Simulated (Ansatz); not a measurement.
# Zr5S12: the cost of one run

Program: Ansatz 0.2.0. Level of theory: DFT PBEsol, scalar-relativistic, plane waves, PAW. These are calculated values, not measurements.

2 further runs of the same task are left out: 2 set aside as unsound or not needed.

## Step 1: The starting structure

The structure is trigonal, space group P-3m1 (No. 164). The conventional cell has a = 3.627 Å, b = 3.627 Å, c = 5.881 Å, α = 90.00°, β = 90.00°, γ = 120.00°. Around Zr (site symmetry -3m) lie 6 S at 2.55 Å. S (site symmetry 3m) is surrounded by 3 Zr at 2.55 Å.

Coordinates:

```
Zr S
1.0
     3.62739    0.00000    0.00000
    -1.81369    3.14141    0.00000
     0.00000    0.00000    5.88079
Zr S
1 2
Direct
  0.00000 0.00000 0.00000
  0.33333 0.66667 0.24709
  0.66667 0.33333 0.75291
```

This cell was relaxed beforehand with the same method: volume 22.34 Å³/atom, gap on the mesh 0.76 eV.

The bulk reference comes from a run made before at the same settings: -1967.7185 eV/atom.

## Step 2: The (102) slab

Planes are indexed in the bulk's conventional cell (P-3m1 (No. 164)), a = 3.627 Å, b = 3.627 Å, c = 5.881 Å, α = 90.00°, β = 90.00°, γ = 120.00°.

The slab is a (102) slab, 12.1 Å thick as cut, with 15 Å of vacuum; its outer planes are S (top) and S (bottom).

The slab as cut. Its planes from the bottom up:

| plane | atoms per cell | height over the lowest (Å) |
| --- | --- | --- |
| 1 | S | 0.00 |
| 2 | S | 1.41 |
| 3 | Zr | 1.78 |
| 4 | S | 2.15 |
| 5 | S | 3.55 |
| 6 | Zr | 3.92 |
| 7 | S | 4.29 |
| 8 | S | 5.70 |
| 9 | Zr | 6.07 |
| 10 | S | 6.44 |
| 11 | S | 7.85 |
| 12 | Zr | 8.22 |
| 13 | S | 8.59 |
| 14 | S | 9.99 |
| 15 | Zr | 10.36 |
| 16 | S | 10.73 |
| 17 | S | 12.14 |

## Step 3: Single point on the unrelaxed (102) slab

A dipole layer in the vacuum cancels the field that periodic copies would set up if the slab's two faces differ.

The input, input.yaml:

```yaml
crystal:
  lattice:
    - [3.6273863238, 0.0, 0.0]
    - [0.0, 8.6056646429, 0.0]
    - [0.0, 0.0, 27.1397203666]
  atoms:
    - { symbol: S, position: [0.0, 0.2930567227, 0.2763477257] }
    - { symbol: S, position: [0.5, 0.9734511518, 0.3281580043] }
    - { symbol: Zr, position: [0.5, 0.2665078746, 0.341802292] }
    - { symbol: S, position: [0.5, 0.5595645973, 0.3554465797] }
    - { symbol: S, position: [0.0, 0.2399590264, 0.4072568583] }
    - { symbol: Zr, position: [0.0, 0.5330157491, 0.420901146] }
    - { symbol: S, position: [0.0, 0.8260724719, 0.4345454337] }
    - { symbol: S, position: [0.5, 0.506466901, 0.4863557123] }
    - { symbol: Zr, position: [0.5, 0.7995236237, 0.5] }
    - { symbol: S, position: [0.5, 0.0925803464, 0.5136442877] }
    - { symbol: S, position: [0.0, 0.7729747756, 0.5654545663] }
    - { symbol: Zr, position: [0.0, 0.0660314983, 0.579098854] }
    - { symbol: S, position: [0.0, 0.359088221, 0.5927431417] }
    - { symbol: S, position: [0.5, 0.0394826501, 0.6445534203] }
    - { symbol: Zr, position: [0.5, 0.3325393729, 0.658197708] }
    - { symbol: S, position: [0.5, 0.6255960956, 0.6718419957] }
    - { symbol: S, position: [0.0, 0.3059905247, 0.7236522743] }
basis:
  ecutwfc: 420
kpoints:
  mp_grid: { grid: [7, 3, 1] }
hamiltonian:
  xc: pbesol
scf:
  occupations: { method: gaussian, width: 0.05 }
output:
  forces: true
  stress: true
  eigenvalues: true
  write_density: true
  write_potential: true
  elf: true
  volumetric_format: npy
efield:
  axis: 3
  dipole_correction: true
  ramp_width: 0.04
```

On the command line:

```bash
ansatz run input.yaml --threads 2 --pin off --max-ram 5120MiB --backend cpu --events-out ev --progress --plain --runs-dir out
```

Q: Estimate wall time and peak memory on 2 threads of AMD EPYC 9R45 (Zen 5), shared host.

About 16 s, with a peak of 1.4 GiB.
